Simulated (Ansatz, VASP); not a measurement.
**Two plane-wave programs on Pb**

INCAR

```
PREC     = Accurate       # precision mode
ENCUT    = 520            # plane-wave cutoff, eV
EDIFF    = 1E-6           # SCF threshold, eV
ISMEAR   = -1             # smearing method
SIGMA    = 0.15           # smearing width, eV
LREAL    = False          # projectors in reciprocal space
LASPH    = True           # aspherical terms in the spheres
NELM     = 150            # most SCF steps
ALGO     = Normal         # electronic algorithm
ISIF     = 2              # what is computed and relaxed
LWAVE    = False          # write WAVECAR
LCHARG   = True           # write CHGCAR
LNONCOLLINEAR= True           # non-collinear magnetism
MAGMOM   = 0 0 0          # initial moments
LORBIT   = 11             # projections on sites
LSORBIT  = True           # spin-orbit coupling
GGA_COMPAT= False        
LORBMOM  = True         
GGA      = PE             # functional
LVHAR    = True         
NBANDS   = 25             # bands
```

File KPOINTS:

```
Automatic mesh
0
Gamma
  4 4 4
```

File POSCAR:

```
Pb
1.0
    0.0000000000      2.5198000000      2.5198000000
    2.5198000000      0.0000000000      2.5198000000
    2.5198000000      2.5198000000      0.0000000000
Pb
1
Direct
    0.0000000000      0.0000000000      0.0000000000
```

Input for Ansatz:

```yaml
crystal:
  lattice:
    - [0, 2.5198, 2.5198]
    - [2.5198, 0, 2.5198]
    - [2.5198, 2.5198, 0]
  atoms:
    - { symbol: Pb, position: [0, 0, 0] }
kpoints:
  mp_grid: { grid: [4, 4, 4] }
hamiltonian:
  xc: pbe
  pseudopotentials: { kind: nc_fr }
scf:
  occupations: { method: fermi_dirac, width: 0.15 }
  convergence: { dr2_threshold: "1e-9 eV" }
  max_iter: 300
output:
  forces: true
  stress: true
  eigenvalues: true
magnetization:
  noncollinear: true
  spin_orbit: true
```

Alike in both runs: task single point; functional PBE; k mesh 4 × 4 × 4; occupations fermi-dirac, width 0.15 eV; non-collinear spin, spin-orbit coupling.

|  | VASP | Ansatz |
| --- | --- | --- |
| version | VASP 6.6.1 | Ansatz 0.2.0 development build |
| potentials or method | VASP PAW PBE potentials, release 64 (Pb_d) | plane waves, norm-conserving pseudopotentials |
| plane-wave cutoff (eV) | 520 | 762 |
| valence electrons in the cell | 14 | 14 |

|  | VASP | Ansatz | Ansatz less VASP |
| --- | --- | --- | --- |
| net moment per atom (μB) | 0.00 | 0.00 | 0.000 |

Ansatz warned: «stress_scf_threshold_loose».

Caveats: the k mesh is coarse (spacing up to 0.54 Å⁻¹), so the values aren't converged.
